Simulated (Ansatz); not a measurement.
Clamped-ion strain scan in C

Level of theory: DFT PBE, scalar-relativistic, plane waves, PAW in Ansatz. Settings: plane waves to 420 eV, k-mesh 12×12×12 (Γ-centred), Gaussian smearing 0.05 eV. No spin polarisation. Energies are free energies at this smearing, counted from the undisturbed cell; pressure is positive in compression.

The starting cell (as given, not relaxed at this level; it stands at 1.8 GPa):

```
C
1.0
     0.00000    1.78340    1.78340
     1.78340    0.00000    1.78340
     1.78340    1.78340    0.00000
C
2
Direct
  0.50000 0.50000 0.50000
  0.75000 0.75000 0.75000
```

The cell is strained by ε times the Voigt pattern (0, 0, 0, 1, 0, 0) (xx, yy, zz, yz, xz, xy; engineering shear) with fractional coordinates fixed.

| ε | ΔE (meV/atom) | stress summed along the pattern (GPa, tension positive) | gap on the mesh (eV) |
| --- | --- | --- | --- |
| -0.1000 | 101.2 | -57.15 | 2.87 |
| -0.0500 | 25.2 | -28.37 | 3.80 |
| 0.0000 | 0.0 | 0.00 | 4.16 |
| 0.0125 | 1.6 | 7.07 | 4.15 |
| 0.0250 | 6.3 | 14.16 | 4.10 |
| 0.0375 | 14.2 | 21.26 | 3.97 |
| 0.0625 | 39.4 | 35.51 | 3.56 |
| 0.0750 | 56.7 | 42.68 | 3.33 |
| 0.0875 | 77.3 | 49.89 | 3.10 |

By symmetry 0.1000 repeats -0.1000, -0.0750 repeats 0.0750, 0.0500 repeats -0.0500, -0.0250 repeats 0.0250 in energy, with the opposite slope along the path.